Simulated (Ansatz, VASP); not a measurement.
# One calculation of Tl, two programs

The input INCAR:

```
PREC = Accurate
ENCUT = 520
EDIFF = 1E-6
ISMEAR = 0
SIGMA = 0.15
LREAL = False
LASPH = True
NELM = 100
ALGO = Normal
ISIF = 2
LWAVE = False
LCHARG = False
GGA = PS
NBANDS = 12
```

KPOINTS

```
Automatic mesh
0
Gamma
  16 16 16
```

File POSCAR:

```
Tl
1.0
    0.0000000000      2.4663412330      2.3923509960
    2.4663412330      0.0000000000      2.3923509960
    2.4663412330      2.4663412330      0.0000000000
Tl
1
Direct
    0.0000000000      0.0000000000      0.0000000000
```

Input for Ansatz:

```yaml
crystal:
  lattice:
    - [0.0, 2.466341233, 2.392350996]
    - [2.466341233, 0.0, 2.392350996]
    - [2.466341233, 2.466341233, 0.0]
  atoms:
    - { symbol: Tl, position: [0.0, 0.0, 0.0] }
basis:
  ecutwfc: 420
kpoints:
  mp_grid: { grid: [16, 16, 16] }
hamiltonian:
  xc: pbesol
scf:
  occupations: { method: gaussian, width: 0.15 }
output:
  forces: true
  stress: true
  eigenvalues: true
```

Change from the starting cell: strain +0.000 along x and y, -0.030 along z, atoms carried along.

Alike in both runs: task single point; functional PBEsol; k mesh 16 × 16 × 16; occupations gaussian, width 0.15 eV; no spin polarisation.

|  | VASP | Ansatz |
| --- | --- | --- |
| version | VASP 6.6.1 | Ansatz 0.2.0 |
| potentials or method | VASP PAW PBE potentials, release 64 (Tl_d) | scalar-relativistic, plane waves, PAW |
| plane-wave cutoff (eV) | 520 | 420 |
| valence electrons in the cell | 13 | 13 |

|  | VASP | Ansatz | Ansatz less VASP |
| --- | --- | --- | --- |
| gap on the k mesh at the Fermi level (eV) | none | none | - |
| pressure (GPa) | -1.0 | -0.9 | +0.04 |
| largest component of the traceless stress (GPa) | 0.16 | 0.17 | +0.001 |

A gap of «none» marks a metal or a gap that the smearing closes. The functional is the same, so the differences come from potentials, cutoffs and numerics.

Caveats: the PAW data sets were made with another functional, which shifts forces and pressure a little (VASP). Spin-orbit coupling is left out, which matters for the levels of Tl.
